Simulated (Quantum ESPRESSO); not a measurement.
Input of a Quantum ESPRESSO 7.5 run:

The input pw.in:

```
&CONTROL
  calculation = 'scf'
  prefix = 'pwscf'
  outdir = './tmp'
  pseudo_dir = './pseudo'
  tprnfor = .true.
  tstress = .true.
  disk_io = 'low'
/
&SYSTEM
  ibrav = 0
  celldm(1) = 8
  nat = 4
  ntyp = 2
  ecutwfc = 45
  ecutrho = 360
  nbnd = 14
  occupations = 'smearing'
  smearing = 'fd'
  degauss = 0.00367493
/
&ELECTRONS
  conv_thr = 8d-10
  electron_maxstep = 120
  mixing_beta = 0.5
/
ATOMIC_SPECIES
N     14.0070 n_pbesol_v1.2.uspp.F.UPF
B     10.8100 b_pbesol_v1.4.uspp.F.UPF
CELL_PARAMETERS alat
  0.5901236741981   0.0000000000000   0.0000000000000
 -0.2950618370991   0.5110620932419   0.0000000000000
  0.0000000000000   0.0000000000000   1.5674569556474
ATOMIC_POSITIONS crystal
N      0.6666666667    0.3333333333    0.2500000000
N      0.3333333333    0.6666666667    0.7500000000
B      0.6666666667    0.3333333333    0.7500000000
B      0.3333333333    0.6666666667    0.2500000000
K_POINTS automatic
12 12 4 0 0 0
```

The input pp_density.in:

```
&INPUTPP
  prefix = 'pwscf'
  outdir = './tmp'
  filplot = 'density.dat'
  plot_num = 0
/
&PLOT
  nfile = 1
  filepp(1) = 'density.dat'
  iflag = 3
  output_format = 6
  fileout = 'density.cube'
/
```

Contents of pp_potential.in:

```
&INPUTPP
  prefix = 'pwscf'
  outdir = './tmp'
  filplot = 'potential.dat'
  plot_num = 11
/
&PLOT
  nfile = 1
  filepp(1) = 'potential.dat'
  iflag = 3
  output_format = 6
  fileout = 'potential.cube'
/
```

Potentials or basis: GBRV 1.5 PBEsol.

Command:

```sh
$ OMP_NUM_THREADS=1 mpirun -n 2 pw.x -nk 2 -in pw.in > pw.out
$ OMP_NUM_THREADS=1 mpirun -n 1 pp.x -in pp_density.in > pp_density.out
$ OMP_NUM_THREADS=1 mpirun -n 1 pp.x -in pp_potential.in > pp_potential.out
```

Q: Estimate the pressure.

A: 2.5 GPa.

Q: Predict the band gap on the k mesh.

A: 4.19 eV, indirect (least direct gap 4.61 eV).

Stress tensor (GPa, compression positive):
```
3.34 0.00 0.00
0.00 3.34 0.00
0.00 0.00 0.92
```

Caveat: this functional lacks dispersion, which binds the layers, so the pressure and a relaxed spacing across them are unreliable. A k mesh can miss the band edges.
